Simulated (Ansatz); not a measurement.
# SnO2 (Cassiterite) (P4_2/mnm) in Ansatz: a series of runs, part 2 of 3

Ansatz 0.2.0.

**3. Relaxation of cell and atoms, revPBE+D4**

The input, input.yaml:

```yaml
crystal:
  lattice:
    - [4.738, 0.0, 0.0]
    - [0.0, 4.738, 0.0]
    - [0.0, 0.0, 3.1865]
  atoms:
    - { symbol: Sn, position: [0.5, 0.5, 0.5] }
    - { symbol: Sn, position: [0.0, 0.0, 0.0] }
    - { symbol: O, position: [0.8071, 0.1929, 0.5] }
    - { symbol: O, position: [0.6929, 0.6929, 0.0] }
    - { symbol: O, position: [0.1929, 0.8071, 0.5] }
    - { symbol: O, position: [0.3071, 0.3071, 0.0] }
hamiltonian:
  xc: revpbe
  pseudopotentials: { kind: paw }
  dispersion: d4
kpoints:
  mp_grid: { grid: [6, 6, 8] }
scf:
  occupations: { method: fermi_dirac, width: 0.05 }
output:
  forces: true
  stress: true
relax:
  f_tol: 0.01
  max_steps: 40
  cell: { stress_tol: 0.05 }
```

Potentials or basis: Ansatz PAW.

Command:

```console
$ ansatz run input.yaml --threads 2 --pin off --max-ram 5632MiB --backend cpu --events-out ev --progress --plain --runs-dir out
```

Log:

```text
Warning: RAYON_NUM_THREADS=2 ignored (pool sized by the plan → 2); use --threads N
Engine: ansatz 0.2.0, x86_64-unknown-linux-gnu
Pseudopotentials: kind: paw
Pseudopotential: Sn, paw, valence charge 14, recommended cutoff 420 eV (normal), Sn.paw.azcp
Pseudopotential: O, paw, valence charge 6, recommended cutoff 420 eV (normal), O.paw.azcp
Functional definition: revPBE
  parameter kappa = 1.245
  parameter beta = 0.06672455060314922
  exchange = pbe_x(kappa = kappa, mu = beta*pi^2/3)
  correlation = pbe_c(beta = beta)
Crystal: 6 atoms, lattice volume = 71.533 Å³
Basis set: ecut = 420 eV, 1411 PW (Γ), exchange–correlation on 64×64×48 points (8 copies of the dense FFT grid, shifted against one another)
Bands: 32, of which v1, the nominal top of the filled ones, is band 26 counted from 1 (25 counted from 0)
Symmetry: 16 space group operations
Space group: P42/mnm (ITA 136), of the structure as read, at distance tolerance 4.2e-5 Å
k-points: 50 of 288
Non-local potential: Sn, projectors of the file, l = 0: 2, l = 1: 2, l = 2: 2, l = 3: 2
Non-local potential: O, projectors of the file, l = 0: 2, l = 1: 2, l = 2: 1
PAW form: soft (Blöchl's): semilocal exchange-correlation on the pseudo side does not see the compensation charge
PAW frozen core: Sn, regenerated for the run's functional, and the local potential with it (the file was generated under x = pbe(κ = 0.804, μ = 0.2195149727645171), c = pbe(β = 0.06672455060314922))
PAW frozen core: O, regenerated for the run's functional, and the local potential with it (the file was generated under x = pbe(κ = 0.804, μ = 0.2195149727645171), c = pbe(β = 0.06672455060314922))
PAW one-centre angular grid: Sn, 590 points (default); XC on 64 Gauss nodes
PAW one-centre angular grid: O, 110 points (default); XC on 64 Gauss nodes
Initial density: superposition of atomic densities (neutral atoms: chi_scale 0, normalization atom), corrected by the library's trained network
Initial wavefunctions: pseudopotential atomic-orbital guess
Functional: x = revpbe(κ = 1.245, μ = 0.2195149727645171), c = pbe(β = 0.06672455060314922)
SCF iter   1: F=—  HF=-14337.916335 eV  |F-HF|=—  |Δ(HF+E_count)|=         —  Δρ=3.20e-3  dr2=5.02e-3  ethr=1.77e-3  ⟨swp⟩=6.0  Hψ=7034  notcnv=0  defer=7
preconditioner: auto → Resta (q_TF=auto, 2.587 Å⁻¹)  ε∞=3.5  [insulator: Δε(μ)=1.366 eV  Ē_g=19.877 eV  σ=0.050 eV  W_gap=1.00  n_scr=18 (ndim 8)  ℏωp=31.7 eV  f_vac=0.027  D(μ)=0.00/eV (n_scr^D=0)  ε∞_Penn≈3.5]
SCF iter   2: F=—  HF=-14337.917087 eV  |F-HF|=—  |Δ(HF+E_count)|=   7.51e-4  Δρ=1.47e-3  dr2=7.34e-4  ethr=9.66e-6  ⟨swp⟩=2.2  Hψ=3214  notcnv=0  defer=13
SCF iter   3: F=—  HF=-14337.917391 eV  |F-HF|=—  |Δ(HF+E_count)|=   3.04e-4  Δρ=4.43e-4  dr2=1.15e-4  ethr=1.41e-6  ⟨swp⟩=2.1  Hψ=2587  notcnv=0  defer=13
SCF iter   4: F=—  HF=-14337.917438 eV  |F-HF|=—  |Δ(HF+E_count)|=   4.77e-5  Δρ=1.09e-4  dr2=7.10e-6  ethr=2.22e-7  ⟨swp⟩=2.0  Hψ=2086  notcnv=0  defer=13
SCF iter   5: F=—  HF=-14337.917379 eV  |F-HF|=—  |Δ(HF+E_count)|=   5.89e-5  Δρ=3.94e-5  dr2=1.24e-6  ethr=1.37e-8  ⟨swp⟩=2.0  Hψ=2132  notcnv=0  defer=13
SCF iter   6: F=-14337.917382 eV  HF=-14337.917382 eV  |F-HF|=2.76e-8  |Δ(HF+E_count)|=   2.32e-6  Δρ=7.02e-6  dr2=2.66e-8  ethr=1.92e-10  ⟨swp⟩=4.0  Hψ=6973  notcnv=0
SCF 1 converged in 6 iterations: F = -14337.917382 eV  dr2 = 2.66e-8
relax step   1: F+E_penalty+E_count = -14337.91738156 eV  Δ(F+E_penalty+E_count) = +0.000e0 eV  max|allowed force component| = 2.229e-1 eV/Å  Δτ_max = 0.0000 Å  P = +6.704 GPa  Ω = 71.533 Å³  (6 SCF iters, dr2 threshold 1.00e-7 eV, accepted)
Crystal: 6 atoms, lattice volume = 73.628 Å³
Basis set: ecut = 420 eV, 1435 PW (Γ), exchange–correlation on 64×64×48 points (8 copies of the dense FFT grid, shifted against one another)
Initial density: handed on by an earlier stage of this run
Initial wavefunctions: those handed on with the density
iter 1 solved again at ethr=3.98e-5 eV; its pass at ethr=3.10e-3 eV (dr2=2.07e-2 eV) is discarded
[... 44 lines left out ...]
preconditioner: auto → Resta (q_TF=auto, 2.574 Å⁻¹)  ε∞=3.5  [insulator: Δε(μ)=0.958 eV  Ē_g=19.559 eV  σ=0.050 eV  W_gap=1.00  n_scr=18 (ndim 8)  ℏωp=31.2 eV  f_vac=0.036  D(μ)=0.00/eV (n_scr^D=0)  ε∞_Penn≈3.5]
SCF iter   2: F=—  HF=-14337.968691 eV  |F-HF|=—  |Δ(HF+E_count)|=   3.53e-5  Δρ=7.67e-5  dr2=3.15e-6  ethr=6.27e-8  ⟨swp⟩=2.0  Hψ=2182  notcnv=0
SCF iter   3: F=—  HF=-14337.968691 eV  |F-HF|=—  |Δ(HF+E_count)|=   4.79e-8  Δρ=3.61e-5  dr2=8.33e-7  ethr=6.05e-9  ⟨swp⟩=2.3  Hψ=2609  notcnv=0
SCF iter   4: F=-14337.968692 eV  HF=-14337.968692 eV  |F-HF|=4.01e-8  |Δ(HF+E_count)|=   2.32e-7  Δρ=6.94e-6  dr2=4.38e-8  ethr=3.14e-10  ⟨swp⟩=3.0  Hψ=6003  notcnv=0
SCF 6 converged in 4 iterations: F = -14337.968692 eV  dr2 = 4.38e-8
relax step   6: F+E_penalty+E_count = -14337.96869158 eV  Δ(F+E_penalty+E_count) = +3.813e-4 eV  max|allowed force component| = 7.464e-5 eV/Å  Δτ_max = 0.0004 Å  P = +0.008 GPa  Ω = 73.734 Å³  energy of the carried Pulay correction = -4.644e-4 eV  (4 SCF iters, dr2 threshold 1.63e-7 eV, accepted)
iter 1 solved again at ethr=1.88e-8 eV; its pass at ethr=3.10e-3 eV (dr2=9.79e-6 eV) is discarded
SCF iter   1: F=—  HF=-14337.969302 eV  |F-HF|=—  |Δ(HF+E_count)|=         —  Δρ=3.08e-5  dr2=7.59e-8  ethr=1.88e-8  ⟨swp⟩=3.7  Hψ=11734  notcnv=0
preconditioner: auto → Resta (q_TF=auto, 2.574 Å⁻¹)  ε∞=3.5  [insulator: Δε(μ)=0.959 eV  Ē_g=19.560 eV  σ=0.050 eV  W_gap=1.00  n_scr=18 (ndim 8)  ℏωp=31.2 eV  f_vac=0.036  D(μ)=0.00/eV (n_scr^D=0)  ε∞_Penn≈3.5]
SCF iter   2: F=—  HF=-14337.969283 eV  |F-HF|=—  |Δ(HF+E_count)|=   1.91e-5  Δρ=1.57e-5  dr2=3.05e-8  ethr=1.46e-10  ⟨swp⟩=2.2  Hψ=2900  notcnv=0
SCF iter   3: F=—  HF=-14337.969285 eV  |F-HF|=—  |Δ(HF+E_count)|=   2.21e-6  Δρ=3.32e-6  dr2=4.76e-9  ethr=5.86e-11  ⟨swp⟩=2.0  Hψ=2280  notcnv=0
SCF iter   4: F=—  HF=-14337.969285 eV  |F-HF|=—  |Δ(HF+E_count)|=   1.40e-8  Δρ=1.42e-6  dr2=5.07e-10  ethr=9.15e-12  ⟨swp⟩=2.0  Hψ=2280  notcnv=0
SCF iter   5: F=-14337.969285 eV  HF=-14337.969285 eV  |F-HF|=1.86e-10  |Δ(HF+E_count)|=   1.27e-8  Δρ=3.23e-7  dr2=4.79e-11  ethr=1.00e-12  ⟨swp⟩=3.3  Hψ=6697  notcnv=0
SCF 7 converged in 5 iterations: F = -14337.969285 eV  dr2 = 4.79e-11
relax step   7: F+E_penalty+E_count = -14337.96928478 eV  Δ(F+E_penalty+E_count) = -5.932e-4 eV  max|allowed force component| = 1.378e-4 eV/Å  Δτ_max = 0.0000 Å  P = +0.013 GPa  Ω = 73.734 Å³  stress off target by 1.59e-2 GPa  SCF on the basis re-selected at this cell (its energy is not comparable with the rows above)  (5 SCF iters)
basis re-selected at this cell: Δ(F+E_penalty+E_count) = -5.932e-4 eV, ΔP = +0.005 GPa vs the last step (what re-selecting the basis moved, of the pressure what is left beyond the Pulay correction that the steps carried, after the strain that the cell walked since its last selection, with what the two solves' SCF thresholds leave and, on support functions, any second-order correction that the steps lacked; it is no measure of the basis error at this ecutwfc). This SCF's stress stands 1.59e-2 GPa from its target on what of the cell is left free (relax.cell.stress_tol is 5.00e-2 GPa) and its largest allowed force component is 1.38e-4 eV/Å (relax.f_tol is 1.00e-2 eV/Å): within both
SCF converged after 5 iterations
Free energy (F): -14337.969285 eV
Harris-Foulkes:  -14337.969285 eV  (|F-HF|=1.86e-10)
Internal energy: -14337.969284 eV  (E = F + TS)
E sigma→0 (E₀):  -14337.969284 eV
Entropy (-TS):   -0.000001 eV (-0.000 meV/atom)
Fermi energy:    9.681723 eV
--- Per-component energies (eV) ---
  E_band       = -132.547786
  E_kinetic    = 1081.922789
  E_local      = -2910.354873  (includes V_loc(G=0)·N_el)
  E_nonlocal   = 130.766050
  E_hartree    = 1508.265611
  E_xc         = -1055.971700
  E_vxc        = -562.242144  (∫ρ·V_xc dr)
  E_paw        = -8945.026671  (= ΣΔE_a)
  E_vpaw       = -889.180728  (= ΣTr[D̂ρ^β])
  E_aug_tail   = 0.009881  (compensation charges beyond the density's cutoff)
  E_ewald      = -4144.638760
  E_disp       = -2.917750  (pairwise vdW)
  E_core_change = -0.023859  (= ΣΔE_core)
  E_smearing   = -0.000001  (= −TS)
  E_closure    = 0.000000  (closes the sum)
  Σ components = -14337.969285   (vs F -14337.969285, Δ=0.00e0)
--- Forces (eV/Å), atoms counted from 1 ---
  atom   1  Sn     0.00000000     0.00000000     0.00000000
  atom   2  Sn     0.00000000    -0.00000000     0.00000000
  atom   3  O      0.00013776    -0.00013776    -0.00000000
  atom   4  O     -0.00013776    -0.00013776    -0.00000000
  atom   5  O     -0.00013776     0.00013776     0.00000000
  atom   6  O      0.00013776     0.00013776     0.00000000
  max |Σ_I F_I| component: 3.47e-18 eV/Å
--- Stress (GPa, compression-positive) ---
        0.015936      -0.000000      -0.000000
       -0.000000       0.015936       0.000000
       -0.000000       0.000000       0.006825
  P = ⅓ Tr σ = 0.0129 GPa (0.129 kbar)
--- Relaxed structure (5 steps of the walk, 5 accepted, 2 SCFs on fresh bases) ---
  F+E_penalty+E_count = -14337.96928478 eV   max|allowed force component| = 1.378e-4 eV/Å   (the final SCF, on the basis selected at the relaxed cell)
  cell:  # Å, volume = 73.7336 Å³
    - [4.778357621610456, 7.69370578632477e-34, -4.945924320536024e-34]
    - [1.538741157264954e-33, 4.778357621610456, -4.396403306471297e-34]
    - [-3.326338831162758e-34, -2.956762164641365e-34, 3.2292984919852645]
  atoms:
    - { symbol: Sn, position: [0.5, 0.5, 0.5] }
    - { symbol: Sn, position: [6.102165034391456e-20, -5.14870174776779e-20, -2.0500901846823833e-35] }
    - { symbol: O, position: [0.805911114535488, 0.19408888546451206, 0.5] }
    - { symbol: O, position: [0.6940888854645121, 0.6940888854645121, 1.837211785990287e-34] }
    - { symbol: O, position: [0.19408888546451206, 0.805911114535488, 0.5] }
    - { symbol: O, position: [0.3059111145354879, 0.3059111145354879, 9.955644094200843e-36] }
```

Wall time 47 s (2 threads of Intel Xeon at 2.50GHz (Skylake/Cascade Lake), shared host); peak memory 0.43 GiB.

Results:

```
Free energy                            : -14337.9693 eV
Relaxed volume                         : 12.29 Å³/atom
Relaxed cell                           : a = 4.778 Å, b = 4.778 Å, c = 3.229 Å, α = 90.00°, β = 90.00°, γ = 90.00°
Space group after relaxing (to 0.05 Å) : P4_2/mnm (No. 136)
Energy gained by relaxing              : 8.7 meV/atom
Ionic steps                            : 7
Pressure after relaxing                : 0.0 GPa
Band gap on the k mesh                 : 0.96 eV
```

Step by step:
```tsv
step	energy change (eV)	largest force (eV/Å)	volume (Å³)
1	0.0000	0.3152	71.53
2	-0.0390	0.0454	73.63
3	-0.0395	0.0644	73.71
4	-0.0403	0.0058	73.64
5	-0.0517	0.0057	73.64
6	-0.0513	0.0001	73.73
7	-0.0519	0.0002	73.73
```

Final structure:
```cif
data_structure
_symmetry_space_group_name_H-M 'P 1'
_symmetry_Int_Tables_number 1
_cell_length_a 4.7784
_cell_length_b 4.7784
_cell_length_c 3.2293
_cell_angle_alpha 90.000
_cell_angle_beta 90.000
_cell_angle_gamma 90.000
_cell_volume 73.73
loop_
_atom_site_label
_atom_site_type_symbol
_atom_site_fract_x
_atom_site_fract_y
_atom_site_fract_z
_atom_site_occupancy
Sn1 Sn 0.50000 0.50000 0.50000 1
Sn2 Sn 0.00000 0.00000 0.00000 1
O1 O 0.80591 0.19409 0.50000 1
O2 O 0.69409 0.69409 0.00000 1
O3 O 0.19409 0.80591 0.50000 1
O4 O 0.30591 0.30591 0.00000 1
```

Caveat: the plane-wave basis is chosen anew once the cell has moved, so the energies of steps on either side of that aren't comparable; the pressure holds a Pulay correction of +0.8 GPa for the finite cutoff; spin-orbit coupling is left out, which moves the levels of the heavy elements; the PAW data sets come from PBE, with cores solved anew for the run's functional, which leaves a small shift of forces and pressure. Zero-point motion and thermal expansion aren't in these numbers.

(Continued in part 3 of 3.)
